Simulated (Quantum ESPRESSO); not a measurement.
The system is Se.

```
CELL_PARAMETERS angstrom
4.36620 0.00000 0.00000
-2.18310 3.78124 0.00000
0.00000 0.00000 4.95360
ATOMIC_POSITIONS crystal
Se 0.77460 0.77460 0.00000
Se 0.00000 0.22540 0.66667
Se 0.22540 0.00000 0.33333
```

Base run:

```yaml
Program: Quantum ESPRESSO 7.5
Functional: BLYP
Potentials_or_basis: GBRV 1.5 PBE
Cutoff: 612 eV
Density_cutoff: 4898 eV
k_mesh: 6 × 6 × 6, shifted
Occupations: fermi-dirac, width 0.05 eV
Spin: no spin polarisation
```

Its results: pressure 6.2 GPa; largest force 0.684 eV/Å; electronic dielectric tensor (diagonal) 9.24, 9.24, 13.98.

Task: The run is repeated on the same cell with these changes: functional from BLYP to WC. What comes out?

Result: Pressure 0.3 GPa; largest force 0.370 eV/Å; electronic dielectric tensor (diagonal) 9.95, 9.95, 14.70.

WC binds more tightly than BLYP, so the same cell stands under less pressure.

Caveats: the potentials were made for another functional, which shifts forces and pressure; the cell is more than 3 GPa from zero pressure, which shifts response properties (some runs).

Not every run made on this cell is shown here.
